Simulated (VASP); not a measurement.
# CdTe (F-43m) in VASP: further runs, part 3 of 3

VASP 6.6.1.

**7. Single point, PBE0**

POSCAR

```
CdTe
1.0
    0.0000000000      3.2799012424      3.2799012424
    3.2799012424      0.0000000000      3.2799012424
    3.2799012424      3.2799012424      0.0000000000
Cd Te
1 1
Direct
    0.0000000000      0.0000000000      0.0000000000
    0.2500000000      0.2500000000      0.2500000000
```

INCAR.step1

```
SYSTEM = CdTe
ALGO = Normal ; EDIFF = 1E-5
ENCUT = 520 ; GGA = PE
ISIF = 2 ; ISMEAR = 0
LASPH = .TRUE. ; LCHARG = .FALSE.
LREAL = .FALSE. ; LWAVE = .TRUE.
NBANDS = 16 ; NELM = 100
PREC = Accurate ; SIGMA = 0.01
```

INCAR.step2

```
SYSTEM = CdTe
AEXX = 0.25 ; ALGO = Normal
EDIFF = 1E-6 ; ENCUT = 520
GGA = PE ; ISIF = 2
ISMEAR = 0 ; ISTART = 1
LASPH = .TRUE. ; LCHARG = .FALSE.
LHFCALC = .TRUE. ; LREAL = .FALSE.
LWAVE = .FALSE. ; NBANDS = 16
NELM = 100 ; PREC = Accurate
PRECFOCK = Normal ; SIGMA = 0.01
```

KPOINTS

```
k-points
0
G
  4 4 4
  0 0 0
```

Potentials or basis: VASP PAW PBE potentials, release 64 (Cd, Te).

On the command line:

```console
$ cat potpaw_PBE.64/Cd/POTCAR potpaw_PBE.64/Te/POTCAR > POTCAR
$ cp INCAR.step1 INCAR
$ mpirun -np 1 vasp_std > vasp.out
$ cp INCAR.step2 INCAR
$ mpirun -np 1 vasp_std > vasp.out
```

OUTCAR:

```text
SYSTEM = CdTe
   AEXX = 0.25
   EDIFF = 1E-6
   ENCUT = 520
   GGA = PE
   ISIF = 2
   ISMEAR = 0
   ISTART = 1
   LASPH = .TRUE.
   LHFCALC = .TRUE.
   LREAL = .FALSE.
   NELM = 100
   PREC = Accurate
   PRECFOCK = Normal

 ion  position               nearest neighbor table
   1  0.000  0.000  0.000-   2 2.84   2 2.84   2 2.84   2 2.84
   2  0.250  0.250  0.250-   1 2.84   1 2.84   1 2.84   1 2.84

  LATTYP: Found a face centered cubic cell.
 ALAT       =     6.5598024848

  Lattice vectors:

 A1 = (   0.0000000000,   3.2799012424,   3.2799012424)
[... 329 lines left out ...]

  FORCE on cell =-STRESS in cart. coord.  units (eV):
  Direction    XX          YY          ZZ          XY          YZ          ZX
  --------------------------------------------------------------------------------------
  -------------------------------------------------------------------------------------
  Total        0.0067705      0.0067705      0.0067705     -0.0000000     -0.0000000      0.0000000
  in kB        0.1537165      0.1537165      0.1537165     -0.0000000     -0.0000000      0.0000000
  external PRESSURE =       0.1537165 kB  Pullay stress =       0.0000000 kB

 VOLUME and BASIS-vectors are now :
 -----------------------------------------------------------------------------
  energy-cutoff  :      520.00
  volume of cell :       70.57
      direct lattice vectors                 reciprocal lattice vectors
     0.000000000  3.279901242  3.279901242    -0.152443614  0.152443614  0.152443614
     3.279901242  0.000000000  3.279901242     0.152443614 -0.152443614  0.152443614
     3.279901242  3.279901242  0.000000000     0.152443614  0.152443614 -0.152443614

 POSITION                                       TOTAL-FORCE (eV/Angst)
 -----------------------------------------------------------------------------------
      0.00000      0.00000      0.00000         0.000000      0.000000      0.000000
      1.63995      1.63995      1.63995        -0.000000     -0.000000     -0.000000
 -----------------------------------------------------------------------------------
    total drift:                                0.000010      0.000011      0.000005

  FREE ENERGIE OF THE ION-ELECTRON SYSTEM (eV)
  ---------------------------------------------------
  free  energy   TOTEN  =        -6.5640757935 eV

  energy  without entropy=       -6.5640757935  energy(sigma->0) =       -6.56407579
```

OSZICAR.step1:

```text
N       E                     dE             d eps       ncg     rms          rms(c)
DAV:   1     0.101503589162E+03    0.10150E+03   -0.82973E+03   264   0.979E+02
DAV:   2    -0.123565001710E+01   -0.10274E+03   -0.98186E+02   320   0.237E+02
DAV:   3    -0.495861540172E+01   -0.37230E+01   -0.37196E+01   328   0.458E+01
DAV:   4    -0.499240445514E+01   -0.33789E-01   -0.33788E-01   376   0.393E+00
DAV:   5    -0.499248936128E+01   -0.84906E-04   -0.84906E-04   336   0.187E-01    0.517E+00
DAV:   6    -0.476126101236E+01    0.23123E+00   -0.39174E-01   304   0.721E+00    0.431E+00
DAV:   7    -0.474419934907E+01    0.17062E-01   -0.11411E-01   296   0.213E+00    0.170E+00
DAV:   8    -0.474537278946E+01   -0.11734E-02   -0.10898E-02   272   0.115E+00    0.490E-01
DAV:   9    -0.474580096935E+01   -0.42818E-03   -0.93800E-04   296   0.303E-01    0.110E-01
DAV:  10    -0.474588602349E+01   -0.85054E-04   -0.12096E-04   304   0.969E-02    0.538E-02
DAV:  11    -0.474593740230E+01   -0.51379E-04   -0.93060E-05   272   0.554E-02    0.364E-02
DAV:  12    -0.474593612816E+01    0.12741E-05   -0.35202E-06   240   0.140E-02
   1 F= -.47459361E+01 E0= -.47459361E+01  d E =-.225437E-38
```

It took 4.3 min on 1 thread of Intel Xeon 6975P-C (Granite Rapids), shared host; peak memory 0.22 GiB.

Results:

```
Free energy            : -6.5641 eV
Pressure               : 0.0 GPa
Band gap on the k mesh : 2.12 eV, direct
```

Caveat: the PAW data sets were made with another functional, which shifts forces and pressure a little; spin-orbit coupling is left out, which moves the levels of the heavy elements.

**8. Summary**

```tsv
level	k mesh	grid for exact exchange (PRECFOCK)	screening parameter	gap on the mesh (eV)	pressure (GPa)
PBE	4 × 4 × 4	-	-	0.65	1.3
r2SCAN	4 × 4 × 4	-	-	1.15	0.3
PBE	6 × 6 × 6	-	-	0.66	1.1
HSE06	4 × 4 × 4	Normal	0.2079 1/Å	1.44	0.2
PBE0	4 × 4 × 4	Normal	-	2.12	0.0
```

Alike in all rows: task single point; potentials or basis VASP PAW PBE potentials, release 64 (Cd, Te); no spin polarisation; cell as given; cutoff (eV) 520; smearing gaussian 0.01 eV.

On the cell as given the gap runs from 0.65 eV (PBE) to 2.12 eV (PBE0); the meshes differ, which moves gaps too. The pressure there spans 0.0 GPa (PBE0) to 1.3 GPa (PBE); a positive pressure means that this level wants a larger cell, a negative one a smaller.

Caveats: spin-orbit coupling is left out, which moves the levels of the heavy elements; the PAW data sets were made with another functional, which shifts forces and pressure a little (some runs).

Total energies depend on the potentials used, so only differences within one code and one set of settings carry meaning.

**9. Against experiment**

Step 2. Measured gap of CdTe: 1.607 eV (0 K; a printed reference work, data compilation). This calculation gives 0.65 eV (-0.96 eV). Spin-orbit coupling on Cd, Te is left out. The value is that of PBE, without temperature or zero-point motion. Semilocal functionals fall short of measured gaps as a rule.

Step 3. Against the measured gap of CdTe, 1.607 eV (0 K; a printed reference work, data compilation), the calculated 0.65 eV is off by -0.96 eV. Spin-orbit coupling on Cd, Te is left out. The value is that of PBE, without temperature or zero-point motion. Semilocal functionals fall short of measured gaps as a rule.

Step 4. Measured gap of CdTe: 1.607 eV (0 K; a printed reference work, data compilation). This calculation gives 1.15 eV (-0.46 eV). Spin-orbit coupling on Cd, Te is left out. The value is that of r2SCAN, without temperature or zero-point motion.

Step 5. Against the measured gap of CdTe, 1.607 eV (0 K; a printed reference work, data compilation), the calculated 0.66 eV is off by -0.95 eV. Spin-orbit coupling on Cd, Te is left out. The value is that of PBE, without temperature or zero-point motion. Semilocal functionals fall short of measured gaps as a rule.

Step 6. Measured gap of CdTe: 1.607 eV (0 K; a printed reference work, data compilation). This calculation gives 1.44 eV (-0.16 eV). Spin-orbit coupling on Cd, Te is left out. The value is that of HSE06, without temperature or zero-point motion.

Step 7. A measured gap of CdTe is 1.607 eV (0 K; a printed reference work, data compilation); the calculated 2.12 eV misses it by +0.52 eV. Spin-orbit coupling on Cd, Te is left out. The value is that of PBE0, without temperature or zero-point motion.
